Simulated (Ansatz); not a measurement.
Two Ansatz runs on LiBr

Structure from Materials Project entry mp-23259 (possibly hypothetical), not relaxed further. The listed cell was then made from it by scaling, straining or moving an atom.

First run: DFT, r2SCAN, PAW with Ansatz's default frozen-core files, scalar-relativistic (Ansatz 0.2.0).

Command: `ansatz run input.yaml --threads 1 --pin off --max-ram 2048MiB --backend cpu --events-out ev --progress --plain --runs-dir out` The run took 4.8 s on 1 thread of Arm Neoverse V2, on a shared host.

```yaml
crystal:
  lattice:
    - [0.0, 2.6675826783, 2.6675826783]
    - [2.6675826783, 0.0, 2.6675826783]
    - [2.6675826783, 2.6675826783, 0.0]
  atoms:
    - { symbol: Li, position: [0.0, 0.0, 0.0] }
    - { symbol: Br, position: [0.5, 0.5, 0.5] }
kpoints:
  mp_grid: { grid: [10, 10, 10] }
scf:
  occupations: { method: fermi_dirac, width: 0.03 }
hamiltonian:
  xc: r2scan
  pseudopotentials: { kind: paw }
output:
  forces: true
  stress: true
  eigenvalues: true
  efg: { contact_densities: true }
  write_density: true
  write_potential: true
  elf: true
  volumetric_format: npy
```

Result: converged; pressure 2.68 GPa; gap on the k mesh 6.30 eV; 6 SCF iterations.

The input is then changed:

```diff
@@ -10,8 +10,9 @@
   mp_grid: { grid: [10, 10, 10] }
 scf:
-  occupations: { method: fermi_dirac, width: 0.03 }
+  occupations: { method: fermi_dirac, width: 0.15 }
 hamiltonian:
   xc: r2scan
   pseudopotentials: { kind: paw }
+  dispersion: d3bj
 output:
   forces: true
@@ -19,7 +20,3 @@
   eigenvalues: true
   efg: { contact_densities: true }
-  write_density: true
-  write_potential: true
-  elf: true
-  volumetric_format: npy
```

Task: Predict the outcome of the changed run.

Result: It converged; pressure 1.62 GPa; gap on the k mesh 6.30 eV; 6 SCF iterations.

The results part of its log:

```
SCF 1 converged in 6 iterations: F = -3001.685584 eV  dr2 = 7.79e-10
  greatest PAW one-centre occupation: 0.999 electrons in one spin orbital (limit 2), on the Li atom at site 0 (counted from 0), in its partial waves of l = 0
SCF converged after 6 iterations
Free energy (F): -3001.685584 eV
Harris-Foulkes:  -3001.685584 eV  (|F-HF|=4.34e-10)
Internal energy: -3001.685584 eV  (E = F + TS)
E sigma→0 (E₀):  -3001.685584 eV
Fermi energy:    5.901084 eV
--- Per-component energies (eV) ---
  E_band       = -102.314516
  E_kinetic    = 157.772977
  E_local      = -295.499392  (includes V_loc(G=0)·N_el)
  E_nonlocal   = 36.943809
  E_hartree    = 74.920369
  E_xc         = -262.810417
  E_vxc        = -131.444211  (∫ρ·V_xc dr)
  E_paw        = -2291.980399  (= ΣΔE_a)
  E_vpaw       = -26.571319  (= ΣTr[D̂ρ^β])
  E_aug_tail   = -0.000106  (compensation charges beyond the density's cutoff)
  E_vtau       = 6.643286  (kinetic-family band-sum trace: ∫τ·v_τ [+ j·A + Jᵃ·Aᵃ] dr)
  E_ewald      = -420.627708
  E_disp       = -0.246523  (pairwise vdW)
  E_core_change = -0.158194  (= ΣΔE_core)
  E_smearing   = -0.000000  (= −TS)
  E_closure    = 0.000000  (closes the sum)
  Σ components = -3001.685584   (vs F -3001.685584, Δ=0.00e0)
--- Forces (eV/Å), atoms counted from 1 ---
  atom   1  Li    -0.00000000    -0.00000000    -0.00000000
  atom   2  Br     0.00000000    -0.00000000     0.00000000
  max |Σ_I F_I| component: 2.03e-30 eV/Å
--- Stress (GPa, compression-positive) ---
        1.619690       0.000000       0.000000
        0.000000       1.619690       0.000000
        0.000000      -0.000000       1.619690
  P = ⅓ Tr σ = 1.6197 GPa (16.197 kbar)
--- PAW observables at the nuclei: V_zz in 10²¹ V/m², potentials from the cell's mean, atoms counted from 1 ---
  atom   1  Li V_zz =    -0.000000   η = 0.0000   by run symmetry: forbidden
            electrostatic potential = -167.273063 V   contact ρ = 93.890227 e/Å³
  atom   2  Br V_zz =    -0.000000   η = 0.0000   by run symmetry: forbidden
            electrostatic potential = -4906.347117 V   contact ρ = 292993.337604 e/Å³
--- Band table (eV; the first three rows and the last of 47) ---
  k-point 0: bands = ["-43.0320", "-11.7209", "2.5233", "2.5233", "2.5233", "8.8221", "13.8121", "13.8121", "13.8121"]
  k-point 1: bands = ["-43.0319", "-11.6676", "2.0853", "2.4885", "2.4885", "9.1936", "13.2965", "13.8576", "13.8576"]
  k-point 2: bands = ["-43.0315", "-11.5226", "1.1270", "2.4012", "2.4012", "9.6445", "13.1260", "13.1285", "13.1285"]
  k-point 46: bands = ["-43.0299", "-10.8435", "-0.2725", "0.3260", "1.1849", "11.0765", "12.1224", "12.9099", "13.9244"]
```
